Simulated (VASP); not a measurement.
Crystal: ZnO (zincite).

```
Zn O
1.0
     3.24931    0.00000    0.00000
    -1.62465    2.81398    0.00000
     0.00000    0.00000    5.20571
Zn O
2 2
Direct
  0.66667 0.33333 0.00000
  0.33333 0.66667 0.50000
  0.33333 0.66667 0.87901
  0.66667 0.33333 0.37901
```

Base run:

```yaml
Program: VASP 6.6.1
Functional: HSE03
Potentials_or_basis: VASP PAW PBE potentials, release 64 (Zn, O)
Cutoff: 520 eV
k_mesh: 6 × 6 × 4
Occupations: gaussian, width 0.02 eV
Spin: no spin polarisation
```

Its results: band gap on the k mesh 2.25 eV, direct; pressure 2.0 GPa; largest force 0.083 eV/Å.

**Question.** The run is repeated on the same cell with these changes: functional from HSE03 to HSE06. What comes out?

**Answer.** Band gap on the k mesh 2.50 eV, direct; pressure 1.7 GPa; largest force 0.083 eV/Å.

Caveats: the PAW data sets were made with another functional, which shifts forces and pressure a little.
